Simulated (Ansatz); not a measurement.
## Au vacancy in Au

All numbers below come from Ansatz 0.2.0, DFT PBE, scalar-relativistic, plane waves, PAW. Settings: 420 eV cutoff, 3×3×3 k-mesh, Gaussian smearing of 0.10 eV, no spin polarisation.

Host crystal, relaxed:

```xyz
1
Lattice="0.0000 2.0789 2.0789 2.0789 0.0000 2.0789 2.0789 2.0789 0.0000" Properties=species:S:1:pos:R:3 pbc="T T T"
Au    0.0000    0.0000    0.0000
```

Supercell of 63 atoms, rows in host cell vectors: 0 1 -4; 1 -4 0; -4 0 1. Atoms relax at the host's cell, keeping the symmetry that the supercell leaves at the site. The cell is small, so energies carry finite-size errors of tenths of an eV. The host is a metal. Atoms are taken from and returned to the elements' standard states.

Spin-orbit coupling is left out, which matters for the bands and energies of heavy elements.

Defect: Au vacancy at (0.000, 0.000, 0.000) of the host cell.

**Question.** What is the formation energy of the neutral defect?

**Answer.** 0.40 eV.

**Question.** Does the neutral defect carry a moment, and how do its surroundings relax?

**Answer.** The neutral run had no spin polarisation, so a moment wasn't tested. The nearest neighbours before are 12 Au at 2.94 Å; after relaxation the atoms near the site are 6 Au at 2.88 Å, 6 Au at 2.89 Å; the largest move is 0.06 Å.

Cost: 2 runs of about 55 core-minutes in all, on Intel Xeon Processor @ 2.70GHz (shared hosts).